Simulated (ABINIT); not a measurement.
# ZnSe: changing spin-orbit coupling

The structure is cubic, space group F-43m (No. 216). Conventional cell: a = 5.668 Å, b = 5.668 Å, c = 5.668 Å, α = 90.00°, β = 90.00°, γ = 90.00°. Se (site symmetry -43m) is surrounded by 4 Zn at 2.45 Å. Zn (site symmetry -43m) has 4 Se at 2.45 Å as nearest neighbours.

Kept alike: task band structure; functional PBE; k mesh 8 × 8 × 8; occupations fermi-dirac, width 0.05 eV. Program: ABINIT, JTH PAW PBE v2.0, cutoff 599 eV. The mesh is that of the run's cell of 2 atoms.

| spin-orbit coupling | band gap (eV) |
| --- | --- |
| off | 1.292 |
| on | 1.168 |

Gaps are the smaller of the mesh's and the band path's.

Question: What does spin-orbit coupling change here?

Answer: The band gap runs from 1.168 (on) to 1.292 eV (off). Spin-orbit coupling splits p and d bands at the edges, and the more so the heavier the atoms.
